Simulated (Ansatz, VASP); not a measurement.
**Pd in VASP and in Ansatz**

```
CELL_PARAMETERS angstrom
0.00000 -1.93763 -1.93763
1.93763 0.00000 -1.93763
1.93763 -1.93763 0.00000
ATOMIC_POSITIONS crystal
Pd 0.00000 0.00000 0.00000
```

Alike in both runs: functional PBEsol; k mesh 18 × 18 × 18; occupations gaussian, width 0.1 eV; no spin polarisation.

Ansatz relaxed the structure, and its values are those at the end. VASP's run is a single point on that final structure, the one shown.

```csv
,VASP,Ansatz
version,VASP 6.6.1,Ansatz 0.2.0
potentials or method,"VASP PAW PBE potentials, release 64 (Pd)","scalar-relativistic, plane waves, PAW"
plane-wave cutoff (eV),520,420
valence electrons in the cell,10,18
```

Ansatz gave:

- gap on the k mesh at the Fermi level (eV): none
- pressure (GPa): 0.0

Problem. What did VASP give for the same quantities?

Solution. gap on the k mesh at the Fermi level (eV): none; pressure (GPa): -0.4.

A gap of «none» marks a metal or a gap that the smearing closes. The two sets of potentials don't hold the same shells in valence.

Caveats: the PAW data sets were made with another functional, which shifts forces and pressure a little (VASP).
